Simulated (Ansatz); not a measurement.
Runs of Ansatz 0.2.0 on Ir. The structure is cubic, space group Fm-3m (No. 225). Conventional cell: a = 3.831 Å, b = 3.831 Å, c = 3.831 Å, α = 90.00°, β = 90.00°, γ = 90.00°. Around Ir (site symmetry m-3m) lie 12 Ir at 2.71 Å. 

```tsv
task	level	cell	k mesh	cutoff (eV)	smearing	gap on the mesh (eV)	pressure (GPa)	relaxed volume (Å³/atom)
relaxation of cell and atoms	revPBE	relaxed	12 × 12 × 12	-	fermi-dirac 0.05 eV	-	0.0	(a)
single point	PBE	as given	12 × 12 × 12	284	gaussian 0.025 eV	none	11.0	-
relaxation of cell and atoms	RPBE+D4	relaxed	12 × 12 × 12	-	fermi-dirac 0.05 eV	-	0.0	(b)
band structure	PBEsol	as given	9 × 9 × 9	284	fermi-dirac 0.05 eV	-	-0.8	-
single point	PBE	as given	12 × 12 × 12	284	gaussian 0.017 eV	none	11.0	-
relaxation of cell and atoms	BLYP	relaxed	12 × 12 × 12	-	fermi-dirac 0.05 eV	-	0.0	15.22
relaxation of cell and atoms	PBEsol+D3(BJ)	relaxed	12 × 12 × 12	-	fermi-dirac 0.05 eV	-	0.0	13.74
```

Alike in all rows: potentials or basis all-electron LAPW, scalar-relativistic; no spin polarisation; basis error allowed 0.001 eV/atom.

Question: Fill in the values left out.

Answer: (a) 14.60; (b) 13.94.

Caveats: the k mesh is thin for a metal, which can move the energy by tens of meV per atom (some runs).

A k mesh can miss the band edges, and the runs leave out spin-orbit coupling on Ir.

A gap of «none» marks a metal or a gap under the smearing width.

Not every run made on this cell is shown here.
